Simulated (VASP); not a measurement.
Cu: band structure with r2SCAN+rVV10

Crystal: Cu.

```xyz
1
Lattice="0.0000 1.7845 1.7845 1.7845 0.0000 1.7845 1.7845 1.7845 0.0000" Properties=species:S:1:pos:R:3 pbc="T T T"
Cu    0.0000    0.0000    0.0000
```

```json
{"Program": "VASP 6.6.1", "Task": "band structure", "Functional": "r2SCAN", "Dispersion": "rVV10", "Potentials or basis": "VASP PAW PBE potentials, release 64 (Cu)", "Cutoff": "520 eV", "k mesh": "18 × 18 × 18", "Occupations": "methfessel-paxton, width 0.1 eV", "Spin": "no spin polarisation", "Further INCAR settings": "ALGO = Normal; EDIFF = 1e-06; NBANDS = 12"}
```

```
Pressure                : -0.1 GPa
Band gap along the path : none (metal or under the smearing width)
```

Levels at the corners of the path, in eV from the Fermi level:
```tsv
point	band 1	band 2	band 3	band 4	band 5	band 6	band 7	band 8	band 9	band 10
Γ	-9.95	-3.20	-3.20	-3.20	-2.33	-2.33	23.74	27.07	27.07	27.07
X	-5.25	-4.74	-1.75	-1.55	-1.55	1.59	7.75	14.11	14.11	18.56
X	-5.25	-4.74	-1.75	-1.55	-1.55	1.59	7.75	14.11	14.11	18.56
W	-4.46	-3.78	-3.78	-2.38	-1.55	6.66	6.66	8.81	9.78	30.00
W	-4.46	-3.78	-3.78	-2.38	-1.55	6.66	6.66	8.81	9.78	30.00
K	-4.62	-4.36	-2.94	-2.20	-1.76	4.65	6.17	8.58	16.33	20.53
K	-4.62	-4.36	-2.94	-2.20	-1.76	4.65	6.17	8.58	16.33	20.53
Γ	-9.95	-3.20	-3.20	-3.20	-2.33	-2.33	23.74	27.07	27.07	27.07
Γ	-9.95	-3.20	-3.20	-3.20	-2.33	-2.33	23.74	27.07	27.07	27.07
L	-5.41	-3.25	-3.25	-1.71	-1.71	-1.13	4.22	22.22	23.80	23.80
L	-5.41	-3.25	-3.25	-1.71	-1.71	-1.13	4.22	22.22	23.80	23.80
U	-4.62	-4.36	-2.94	-2.20	-1.76	4.65	6.17	8.58	16.33	20.53
U	-4.62	-4.36	-2.94	-2.20	-1.76	4.65	6.17	8.58	16.33	20.53
W	-4.46	-3.78	-3.78	-2.38	-1.55	6.66	6.66	8.81	9.78	30.00
W	-4.46	-3.78	-3.78	-2.38	-1.55	6.66	6.66	8.81	9.78	30.00
L	-5.41	-3.25	-3.25	-1.71	-1.71	-1.13	4.22	22.22	23.80	23.80
L	-5.41	-3.25	-3.25	-1.71	-1.71	-1.13	4.22	22.22	23.80	23.80
K	-4.62	-4.36	-2.94	-2.20	-1.76	4.65	6.17	8.58	16.33	20.53
U	-4.62	-4.36	-2.94	-2.20	-1.76	4.65	6.17	8.58	16.33	20.53
X	-5.25	-4.74	-1.75	-1.55	-1.55	1.59	7.75	14.11	14.11	18.56
```

Core levels (eV, on the scale of the bands):
```csv
atom,levels
1 Cu,"1s -8902.8, 2s -1073.2, 2p -928.9, 3s -112.7, 3p -69.3"
```

Run time: 2 min on 1 thread of Intel(R) Xeon(R) Platinum 8375C CPU @ 2.90GHz (Ice Lake) (shared host), peak memory 0.2 GiB.

Caveat: the PAW data sets were made with another functional, which shifts forces and pressure a little.
